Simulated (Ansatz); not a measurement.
Wanted: the native input for an Ansatz 0.2.0 run.

```
Task                : single point
Functional          : PBEsol
Potentials or basis : Ansatz PAW
Cutoff              : 420 eV (not typed: the program's choice for these potentials)
k mesh              : 7 × 7 × 1
Occupations         : fermi-dirac, width 0.05 eV
Spin                : no spin polarisation
Hubbard terms       : Mo d U = 5 eV
Hubbard projectors  : ortho-atomic (the default)
Double counting     : fll (the default)
```

Slab: Te2Mo, a slab with vacuum.

```
Te Mo
1.0
     3.56138    0.00000    0.00000
    -1.78069    3.08425    0.00000
     0.00000    0.00000   38.99027
Te Mo
8 4
Direct
  0.33333 0.66667 0.32822
  0.33333 0.66667 0.95182
  0.66667 0.33333 0.14008
  0.66667 0.33333 0.76363
  0.66667 0.33333 0.04818
  0.66667 0.33333 0.67178
  0.33333 0.66667 0.23637
  0.33333 0.66667 0.85992
  0.66667 0.33333 0.28234
  0.66667 0.33333 0.90586
  0.33333 0.66667 0.09414
  0.33333 0.66667 0.71766
```

One way to write it, as run:

input.yaml

```yaml
crystal:
  lattice:
    - [3.5613831954, 0.0, 0.0]
    - [-1.7806915977, 3.0842483198, 0.0]
    - [0.0, 0.0, 38.99026814]
  atoms:
    - { symbol: Te, position: [0.3333333333, 0.6666666667, 0.32822317] }
    - { symbol: Te, position: [0.3333333333, 0.6666666667, 0.95181809] }
    - { symbol: Te, position: [0.6666666667, 0.3333333333, 0.14008092] }
    - { symbol: Te, position: [0.6666666667, 0.3333333333, 0.76363067] }
    - { symbol: Te, position: [0.6666666667, 0.3333333333, 0.04818191] }
    - { symbol: Te, position: [0.6666666667, 0.3333333333, 0.67177683] }
    - { symbol: Te, position: [0.3333333333, 0.6666666667, 0.23636933] }
    - { symbol: Te, position: [0.3333333333, 0.6666666667, 0.85991908] }
    - { symbol: Mo, position: [0.6666666667, 0.3333333333, 0.282338] }
    - { symbol: Mo, position: [0.6666666667, 0.3333333333, 0.90585884] }
    - { symbol: Mo, position: [0.3333333333, 0.6666666667, 0.09414116] }
    - { symbol: Mo, position: [0.3333333333, 0.6666666667, 0.717662] }
hamiltonian:
  xc: pbesol
  pseudopotentials: { kind: paw }
  hubbard: { sites: [{ species: Mo, l: d, u_eff: 5.0 }] }
kpoints:
  mp_grid: { grid: [7, 7, 1] }
scf:
  occupations: { method: fermi_dirac, width: 0.05 }
output:
  forces: true
  stress: true
  eigenvalues: true
```

Potentials or basis: Ansatz PAW.

Command:

```sh
$ ansatz run input.yaml --threads 4 --pin off --max-ram 11264MiB --backend cpu --events-out ev --progress --plain --runs-dir out
```

Results of the run:

The largest force is 0.272 eV/Å. The band gap on the k mesh is 1.11 eV, indirect (least direct gap 1.15 eV).

Caveat: odd divisions of the mesh miss points on the zone boundary, where band edges often lie, so the gap on the mesh can be too wide; spin-orbit coupling is left out, which moves the levels of the heavy elements; the PAW data sets come from PBE, with cores solved anew for the run's functional, which leaves a small shift of forces and pressure; the U is typed as a test and isn't derived for this compound.

Wall time 10 s on 4 threads of Arm Neoverse V1 (shared host), peak memory 1.5 GiB.
